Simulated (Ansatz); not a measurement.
All numbers below come from DFT PBE, scalar-relativistic, plane waves, PAW (Ansatz). Settings: cutoff 420 eV, Γ-centred meshes spaced at most about 0.3 Å⁻¹, and about 0.25 Å⁻¹ or finer for metals (2π included), Gaussian smearing. No spin polarisation.

Temperature and zero-point effects are left out.

Two relaxed structures of Zn5Cd2Te:

A.

```
CELL_PARAMETERS angstrom
4.30339 0.00000 0.00000
0.00000 4.30339 0.00000
0.00000 0.00000 8.58605
ATOMIC_POSITIONS crystal
Zn 0.00000 0.50000 0.21719
Zn 0.50000 0.00000 0.78281
Zn 0.50000 0.00000 0.21719
Zn 0.00000 0.50000 0.78281
Zn 0.50000 0.50000 0.00000
Cd 0.00000 0.00000 0.00000
Cd 0.50000 0.50000 0.50000
Te 0.00000 0.00000 0.50000
```

B.

```
CELL_PARAMETERS angstrom
4.39997 0.00000 0.00000
0.00000 4.39997 0.00000
0.00000 0.00000 8.19562
ATOMIC_POSITIONS crystal
Zn 0.00000 0.50000 0.74447
Zn 0.50000 0.50000 0.00000
Zn 0.50000 0.00000 0.74447
Zn 0.00000 0.50000 0.25553
Zn 0.50000 0.00000 0.25553
Cd 0.00000 0.00000 0.50000
Cd 0.50000 0.50000 0.50000
Te 0.00000 0.00000 0.00000
```

Question: Which arrangement of the elements on these sites is preferred, and by what margin?

Answer: A is lower, by 13 meV/atom. The two share one framework of sites and differ in which element sits where. A has space group P4/mmm (No. 123), 19.9 Å³/atom and no gap on its mesh; B has space group P4/mmm (No. 123), 19.8 Å³/atom and no gap. Counting Cd or Zn atoms around Te (for each partner element, those within 1.25 times its shortest distance or 1.15 times the sum of covalent radii, where it is the nearest in units of that sum or under 1.3; a plus sign parts groups by distance over the sum of covalent radii), A has Te 4+8 and B has Te 12. Even the lower one lies +0.14 eV/atom against the reference forms of the elements (uncorrected), so neither is stable at this level. In A, around Zn on a site of symmetry 2mm lie 2 Cd at 2.85 Å, 2 Zn at 2.85 Å, 4 Zn at 3.04 Å, 2 Cd at 3.24 Å, 2 Te at 3.24 Å and 1 Zn at 3.73 Å; around Cd on its first site lie 8 Zn at 2.85 Å and 4 Zn at 3.04 Å; around Te lie 4 Cd at 3.04 Å and 8 Zn at 3.24 Å; 2 more sites not described. In B, around Zn on a site of symmetry 2mm lie 4 Cd at 2.98 Å, 2 Te at 3.04 Å and 6 Zn at 3.04–3.11 Å; around Cd on its first site lie 8 Zn at 2.98 Å and 4 Cd at 3.11 Å; Te is surrounded by 12 Zn at 3.04–3.11 Å; 2 more sites not described. Both come from invented guesses. The lowest form computed isn't among them: it has space group P3 (No. 143), 22.0 Å³/atom and lies 141 meV/atom below the best shown.

For metals, differences of a few meV/atom aren't resolved. These runs have no spin–orbit coupling, which can matter for Te.
